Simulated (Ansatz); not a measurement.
BeO:
```
BeO
1.0
    2.70853     0.00000     0.00000
   -1.35426     2.34565     0.00000
    0.00000     0.00000     8.82296
Be O
4 4
Cartesian
  0.00000   0.00000   0.00719
  0.00000   0.00000   4.41867
  1.35426   0.78188   6.61868
  0.00000   1.56377   2.20720
  0.00000   0.00000   7.16755
  0.00000   0.00000   2.75607
  1.35426   0.78188   4.96093
  0.00000   1.56377   0.54945
```

Relaxed with PBE.

**Question.** Tabulate the valence density and the electron localisation function along the shortest Be–O contact (1.66 Å), PBE (plane waves, PAW; program Ansatz).

**Answer.** 

| distance from Be (Å) | density (e/Å³) | ELF |
|---|---|---|
| 0.17 | 0.08 | 0.00 |
| 0.25 | 0.13 | 0.00 |
| 0.33 | 0.19 | 0.04 |
| 0.41 | 0.26 | 0.17 |
| 0.50 | 0.34 | 0.41 |
| 0.58 | 0.44 | 0.65 |
| 0.66 | 0.55 | 0.79 |
| 0.74 | 0.71 | 0.84 |
| 0.83 | 0.92 | 0.87 |
| 0.91 | 1.22 | 0.88 |
| 0.99 | 1.68 | 0.87 |
| 1.08 | 2.37 | 0.86 |
| 1.16 | 3.32 | 0.83 |
| 1.24 | 4.45 | 0.76 |
| 1.32 | 5.57 | 0.65 |
| 1.41 | 6.51 | 0.50 |
| 1.49 | 7.18 | 0.34 |

The density is the valence pseudo-density with augmentation charge, so density and ELF within about 1 Å of a nucleus are not all-electron values.

Space group P6_3mc. A made-up cell: these elements were put on the sites of a structure type. Its sites differ from those of the usual phase in this space group: another stacking or structure type. The PBE relaxation kept the symmetry of its start; phonons on a q-mesh show no instability.

Potentials: the later of the program's two PAW sets.
